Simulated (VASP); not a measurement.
# ZrC (Fm-3m) in VASP: further runs

Runs on ZrC. Level: PBEsol. Tasks: single point, relaxation of cell and atoms.

Program: VASP 6.6.1. These are calculated values, not measurements. Logs are shortened: lines on timing, memory, paths and dates and some standing lists are left out, and cuts for length are marked.

### Step 1. Starting point

Symmetry: Fm-3m, No. 225, cubic system. Conventional cell: a = 4.669 Å, b = 4.669 Å, c = 4.669 Å, α = 90.00°, β = 90.00°, γ = 90.00°. Around Zr (site symmetry m-3m) lie 6 C at 2.33 Å. Around C (site symmetry m-3m) lie 6 Zr at 2.33 Å.

### Step 2. Single point, PBEsol

The input, INCAR:

```
ALGO = Normal
EDIFF = 1E-6
ENCUT = 520
GGA = PS
ISIF = 2
ISMEAR = 0
LASPH = True
LCHARG = False
LREAL = False
LWAVE = False
NBANDS = 15
NELM = 60
PREC = Accurate
SIGMA = 0.1
```

The input, KPOINTS:

```
k-points
0
Gamma
  16 16 16
```

The input, POSCAR:

```
ZrC
1.0
    0.0000000000      2.3345629339      2.3345629339
    2.3345629339      0.0000000000      2.3345629339
    2.3345629339      2.3345629339      0.0000000000
Zr C
1 1
Direct
    0.5000000000      0.5000000000      0.5000000000
    0.0000000000      0.0000000000      0.0000000000
```

Potentials or basis: VASP PAW PBE potentials, release 64 (Zr_sv, C).

Launch:

```sh
> cat potpaw_PBE.64/Zr_sv/POTCAR potpaw_PBE.64/C/POTCAR > POTCAR
> mpirun -np 1 vasp_std > vasp.out
```

OUTCAR:

```text
EDIFF = 1E-6
   ENCUT = 520
   GGA = PS
   ISIF = 2
   ISMEAR = 0
   LASPH = True
   LREAL = False
   NELM = 60
   PREC = Accurate

 ion  position               nearest neighbor table
   1  0.500  0.500  0.500-   2 2.33   2 2.33   2 2.33   2 2.33   2 2.33   2 2.33
   2  0.000  0.000  0.000-   1 2.33   1 2.33   1 2.33   1 2.33   1 2.33   1 2.33

  LATTYP: Found a face centered cubic cell.
 ALAT       =     4.6691258678

  Lattice vectors:

 A1 = (   0.0000000000,   2.3345629339,   2.3345629339)
 A2 = (   2.3345629339,   0.0000000000,   2.3345629339)
 A3 = (   2.3345629339,   2.3345629339,   0.0000000000)

Analysis of symmetry for initial positions (statically):
=====================================================================
 Subroutine PRICEL returns:
 Original cell was already a primitive cell.

 Routine SETGRP: Setting up the symmetry group for a
 face centered cubic supercell.

 Subroutine GETGRP returns: Found 48 space group operations
 (whereof 48 operations were pure point group operations)
 out of a pool of 48 trial point group operations.

The static configuration has the point symmetry O_h .

Analysis of symmetry for dynamics (positions and initial velocities):
=====================================================================
 Subroutine PRICEL returns:
 Original cell was already a primitive cell.

 Routine SETGRP: Setting up the symmetry group for a
 face centered cubic supercell.

 Subroutine GETGRP returns: Found 48 space group operations
 (whereof 48 operations were pure point group operations)
 out of a pool of 48 trial point group operations.

The dynamic configuration has the point symmetry O_h .

 Subroutine INISYM returns: Found 48 space group operations
 (whereof 48 operations are pure point group operations),
 and found     1 'primitive' translations

----------------------------------------------------------------------------------------

                                     Primitive cell

  volume of cell :      25.4476

  direct lattice vectors                    reciprocal lattice vectors
     0.000000000  2.334562934  2.334562934    -0.214172851  0.214172851  0.214172851
     2.334562934  0.000000000  2.334562934     0.214172851 -0.214172851  0.214172851
     2.334562934  2.334562934  0.000000000     0.214172851  0.214172851 -0.214172851

  length of vectors
     3.301570563  3.301570563  3.301570563     0.370958260  0.370958260  0.370958260

  position of ions in fractional coordinates (direct lattice)
     0.500000000  0.500000000  0.500000000
     0.000000000  0.000000000  0.000000000

  ion indices of the primitive-cell ions
   primitive index   ion index
                 1           1
                 2           2

----------------------------------------------------------------------------------------

 KPOINTS: k-points

Automatic generation of k-mesh.
 Grid dimensions read from file:
 generate k-points for:   16   16   16

 Generating k-lattice:

  Cartesian coordinates                     Fractional coordinates (reciprocal lattice)
    -0.013385803  0.013385803  0.013385803     0.062500000  0.000000000  0.000000000
     0.013385803 -0.013385803  0.013385803     0.000000000  0.062500000  0.000000000
     0.013385803  0.013385803 -0.013385803     0.000000000  0.000000000  0.062500000

  Length of vectors
     0.023184891  0.023184891  0.023184891

  Shift w.r.t. Gamma in fractional coordinates (k-lattice)
     0.000000000  0.000000000  0.000000000

 Subroutine IBZKPT returns following result:
 ===========================================

 Found    145 irreducible k-points:

 Following reciprocal coordinates:
            Coordinates               Weight
  0.000000  0.000000  0.000000      1.000000
  0.062500  0.000000  0.000000      8.000000
  0.125000  0.000000  0.000000      8.000000
  0.187500  0.000000  0.000000      8.000000
  0.250000  0.000000  0.000000      8.000000
  0.312500  0.000000  0.000000      8.000000
[... 16 lines left out ...]
 -0.125000  0.062500  0.000000     24.000000
 -0.062500  0.062500  0.000000     12.000000
 [... further k-points ...]
   k-points           NKPTS =    145   k-points in BZ     NKDIM =    145   number of bands    NBANDS=     15
   number of dos      NEDOS =    301   number of ions     NIONS =      2
   total plane-waves  NPLWV =  21952
   dimension x,y,z NGX =    28 NGY =   28 NGZ =   28
   dimension x,y,z NGXF=    56 NGYF=   56 NGZF=   56
   ions per type =               1   1
   NGX,Y,Z   is equivalent  to a cutoff of  14.10, 14.10, 14.10 a.u.
   NGXF,Y,Z  is equivalent  to a cutoff of  28.20, 28.20, 28.20 a.u.
 SYSTEM =  unknown system
   PREC   = accura    normal or accurate (medium, high low for compatibility)
   ISTART =      0    job   : 0-new  1-cont  2-samecut
   ICHARG =      2    charge: 1-file 2-atom 10-const
   ISPIN  =      1    spin polarized calculation?
   LNONCOLLINEAR =      F non collinear calculations
   LSORBIT =      F    spin-orbit coupling
   LASPH  =      T    aspherical Exc in radial PAW
   ENCUT  =  520.0 eV  38.22 Ry    6.18 a.u.   6.14  6.14  6.14*2*pi/ulx,y,z
   NELM   =     60;   NELMIN=  2; NELMDL= -5     # of ELM steps
   EDIFF  = 0.1E-05   stopping-criterion for ELM
   LREAL  =      F    real-space projection
   EDIFFG = 0.1E-04   stopping-criterion for IOM
   NSW    =      0    number of steps for IOM
   IBRION =     -1    ionic relax: 0-MD 1-quasi-New 2-CG
   NFREE  =      0    steps in history (QN), initial steepest desc. (CG)
   ISIF   =      2    stress and relaxation
   ISYM   =      2    0-nonsym 1-usesym 2-fastsym
   POTIM  = 0.5000    time-step for ionic-motion
   TEBEG  =    0.0;   TEEND  =   0.0 temperature during run
   PSTRESS=    0.0 pullay stress
   NELECT =      16.0000    total number of electrons
   NUPDOWN=      -1.0000    fix difference up-down
   EMIN   =  10.00;   EMAX   =-10.00  energy-range for DOS
   EFERMI =   0.00;   METHOD = LEGACY
   ISMEAR =     0;   SIGMA  =   0.10  broadening in eV -4-tet -1-fermi 0-gaus
   EFERMI_NEDOS =   21; number of points for ismear=-14 and -15
   IALGO  =     38    algorithm
   IMIX   =      4    mixing-type and parameters
     AMIX     =   0.40;   BMIX     =  1.00
     AMIX_MAG =   1.60;   BMIX_MAG =  1.00
  volume/ion in A,a.u.               =      12.72        85.86
  Fermi-wavevector in a.u.,A,eV,Ry     =   1.402488  2.650319 26.762297  1.966973
  Thomas-Fermi vector in A             =   2.525245
   LORBIT       =      0    0 simple, 1 ext, 2 COOP (PROOUT), +10 PAW based schemes
   GGA     = PS    functional components
   LHFCALC =     F    Hartree Fock is set to
   AEXX    =    0.0000 exact exchange contribution
   IVDW    =     0    specifies the selected vdW correction
   LEPSILON=     F    determine dielectric tensor
   LRPA    =     F    only Hartree local field effects (RPA)
 non-spin polarized calculation
 Gauss-broadening in eV      SIGMA  =   0.10
  energy-cutoff  :      520.00
  volume of cell :       25.45
 maximum number of plane-waves:       701
 NGX is ok and might be reduce to    28
   NGX = 13   NGY = 13   NGZ = 13

 number of electron      16.0000000 magnetization

 Free energy of the ion-electron system (eV)
  ---------------------------------------------------
  ext. energy  EPLUGINS =         0.00000000
  ---------------------------------------------------
  free energy    TOTEN  =       -20.57345035 eV

  energy without entropy =      -20.57170432  energy(sigma->0) =      -20.57257734

 E-fermi :   9.7085     XC(G=0): -12.3789

 val. band max:        9.6827870519   @ k =   0.3750   0.3125   0.0000
 cond. band min:       9.7489959229   @ k =   0.4375   0.4375   0.0000
 fundamental gap:      0.0662088710
 Fermi energy:         9.7085352705

 k-point     1 :       0.0000    0.0000    0.0000
  band No.  band energies     occupation
      1     -38.1721      2.00000
      2     -15.8993      2.00000
      3     -15.8993      2.00000
      4     -15.8993      2.00000
      5      -1.6268      2.00000
      6      10.6812      0.00000
      7      10.6812      0.00000
      8      10.6812      0.00000
      9      10.7881      0.00000
     10      10.7881      0.00000
     11      10.7881      0.00000
     12      12.5883      0.00000
     13      12.5883      0.00000
     14      17.2486      0.00000
     15      20.1443      0.00000

 k-point     2 :       0.0625    0.0000    0.0000
  band No.  band energies     occupation
      1     -38.1678      2.00000
      2     -15.9379      2.00000
      3     -15.9026      2.00000
      4     -15.9026      2.00000
      5      -1.5333      2.00000
      6       9.9029      0.00598
      7      10.1148      0.00000
      8      10.1148      0.00000
      9      11.0156      0.00000
     10      11.0156      0.00000
     11      11.3606      0.00000
     12      13.1176      0.00000
     13      13.1176      0.00000
     14      17.4416      0.00000
     15      20.3993      0.00000

 k-point     3 :       0.1250    0.0000    0.0000
  band No.  band energies     occupation
      1     -38.1557      2.00000
      2     -16.0465      2.00000
      3     -15.9120      2.00000
      4     -15.9120      2.00000
      5      -1.2631      2.00000
      6       8.9385      2.00000
      7       9.3181      2.00000
      8       9.3181      2.00000
      9      11.3100      0.00000
     10      11.3100      0.00000
     11      11.7953      0.00000
     12      14.1814      0.00000
     13      14.1814      0.00000
     14      17.9431      0.00000
     15      21.1032      0.00000
[... 343 lines left out ...]
 k-point    23 :      -0.1250    0.0625    0.0000
  band No.  band energies     occupation
      1     -38.1467      2.00000
      2     -16.1091      2.00000
      3     -15.9466      2.00000
      4     -15.9066      2.00000
      5      -1.0674      2.00000
      6       8.4119      2.00000
      7       8.7878      2.00000
      8       9.0836      2.00000
      9      11.1973      0.00000
     10      11.8804      0.00000
     11      12.1610      0.00000
     12      14.0064      0.00000
     13      15.2884      0.00000
     14      18.3180      0.00000
     15      21.5942      0.00000

 k-point    24 :      -0.0625    0.0625    0.0000
  band No.  band energies     occupation
      1     -38.1609      2.00000
      2     -15.9912      2.00000
      3     -15.9235      2.00000
      4     -15.9010      2.00000
      5      -1.3826      2.00000
      6       9.3179      2.00000
      7       9.5346      1.98612
      8       9.6632      1.47899
      9      10.9353      0.00000
     10      11.5866      0.00000
     11      11.6798      0.00000
     12      13.2335      0.00000
     13      14.1106      0.00000
     14      17.7520      0.00000
     15      20.8031      0.00000

 [... further k-points ...]

------------------------ aborting loop because EDIFF is reached ----------------------------------------

  FORCE on cell =-STRESS in cart. coord.  units (eV):
  Direction    XX          YY          ZZ          XY          YZ          ZX
  --------------------------------------------------------------------------------------
  -------------------------------------------------------------------------------------
  Total        0.0526065      0.0526065      0.0526065      0.0000000     -0.0000000     -0.0000000
  in kB        3.3120973      3.3120973      3.3120973      0.0000000     -0.0000000     -0.0000000
  external PRESSURE =       3.3120973 kB  Pullay stress =       0.0000000 kB

 VOLUME and BASIS-vectors are now :
 -----------------------------------------------------------------------------
  energy-cutoff  :      520.00
  volume of cell :       25.45
      direct lattice vectors                 reciprocal lattice vectors
     0.000000000  2.334562934  2.334562934    -0.214172851  0.214172851  0.214172851
     2.334562934  0.000000000  2.334562934     0.214172851 -0.214172851  0.214172851
     2.334562934  2.334562934  0.000000000     0.214172851  0.214172851 -0.214172851

 POSITION                                       TOTAL-FORCE (eV/Angst)
 -----------------------------------------------------------------------------------
      2.33456      2.33456      2.33456        -0.000000      0.000000      0.000000
      0.00000      0.00000      0.00000         0.000000     -0.000000     -0.000000
 -----------------------------------------------------------------------------------
    total drift:                                0.000000      0.000000      0.000000

  FREE ENERGIE OF THE ION-ELECTRON SYSTEM (eV)
  ---------------------------------------------------
  free  energy   TOTEN  =       -20.5734503546 eV

  energy  without entropy=      -20.5717043216  energy(sigma->0) =      -20.57257734
```

Wall time 49 s (1 thread of Intel Xeon Platinum 8488C (Sapphire Rapids), shared host); peak memory 0.19 GiB.

What came out:

* Free energy: -20.5735 eV
* Pressure: 0.3 GPa
* Band gap on the k mesh: none (metal or under the smearing width)

Caveat: the PAW data sets were made with another functional, which shifts forces and pressure a little.

### Step 3. Relaxation of cell and atoms, PBEsol

The input, INCAR:

```
SYSTEM = ZrC
PREC = Accurate
ENCUT = 600
EDIFF = 1E-6
ISMEAR = 0
SIGMA = 0.1
LREAL = .FALSE.
LASPH = .TRUE.
NELM = 80
ALGO = Normal
ISIF = 3
LWAVE = .FALSE.
LCHARG = .FALSE.
GGA = PS
IBRION = 2
NSW = 100
EDIFFG = -0.005
```

The input, KPOINTS:

```
regular mesh
0
G
  16 16 16
  0 0 0
```

POSCAR is that of step 2.

Potentials or basis: VASP PAW PBE potentials, release 64 (Zr_sv, C).

Launch:

```sh
> cat potpaw_PBE.64/Zr_sv/POTCAR potpaw_PBE.64/C/POTCAR > POTCAR
> mpirun -np 1 vasp_std > vasp.out
```

It took 75 s on 1 thread of Intel Xeon Platinum 8488C (Sapphire Rapids), shared host; peak memory 0.2 GiB.

It converged, with:

| Item | Value |
| --- | --- |
| Free energy | -20.5744 eV |
| Relaxed volume | 12.74 Å³/atom |
| Relaxed cell | a = 3.303 Å, b = 3.303 Å, c = 3.303 Å, α = 60.00°, β = 60.00°, γ = 60.00° |
| Space group after relaxing (to 0.05 Å) | Fm-3m (No. 225) |
| Energy gained by relaxing | 0.0 meV/atom |
| Ionic steps | 3 |
| Pressure after relaxing | 0.0 GPa |
| Band gap on the k mesh | none (metal or under the smearing width) |

Final structure:
```cif
data_structure
_symmetry_space_group_name_H-M 'P 1'
_symmetry_Int_Tables_number 1
_cell_length_a 3.3027
_cell_length_b 3.3027
_cell_length_c 3.3027
_cell_angle_alpha 60.000
_cell_angle_beta 60.000
_cell_angle_gamma 60.000
_cell_volume 25.47
loop_
_atom_site_label
_atom_site_type_symbol
_atom_site_fract_x
_atom_site_fract_y
_atom_site_fract_z
_atom_site_occupancy
Zr1 Zr 0.50000 0.50000 0.50000 1
C1 C 0.00000 0.00000 0.00000 1
```

Levels at points of the mesh, in eV from the Fermi level:
```csv
k point,band 4,band 5,band 6,band 7,band 8,band 9,band 10,band 11,band 12
"(0.00, 0.00, 0.00)",-25.61,-11.33,0.97,0.97,0.97,1.08,1.08,1.08,2.88
"(0.50, 0.00, 0.00)",-25.70,-8.11,-5.39,-2.99,-2.99,4.62,4.62,5.47,6.57
"(0.50, 0.50, 0.00)",-25.92,-10.16,-2.02,-1.86,0.11,0.11,4.58,5.83,5.83
```

Caveat: the PAW data sets were made with another functional, which shifts forces and pressure a little.
